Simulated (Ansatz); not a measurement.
Sr in Ansatz: the effect of functional

Sr:

```
Sr
1.0
     0.00000    3.02193    3.02193
     3.02193    0.00000    3.02193
     3.02193    3.02193    0.00000
Sr
1
Direct
  0.00000 0.00000 0.00000
```

The cell isn't the ideal one: volume scaled by 0.98.

Alike in all runs:

| Property | Result |
| --- | --- |
| Program | Ansatz 0.2.0 |
| Task | single point |
| Potentials or basis | Ansatz PAW |
| k mesh | 8 × 8 × 8 |
| Occupations | fermi-dirac, width 0.05 eV |
| Spin | no spin polarisation |

```csv
functional,cutoff,pressure (GPa)
LDA,420 eV (not typed: the program's choice for these potentials),-1.4
PBEsol,420 eV (not typed: the program's choice for these potentials),-0.7
r2SCAN,500 eV (not typed: the program's choice for these potentials),?
```

Problem. What does the run with functional r2SCAN give?

Solution. Pressure 0.3 GPa.

Caveats: the PAW data sets come from PBE, with cores solved anew for the run's functional, which leaves a small shift of forces and pressure.
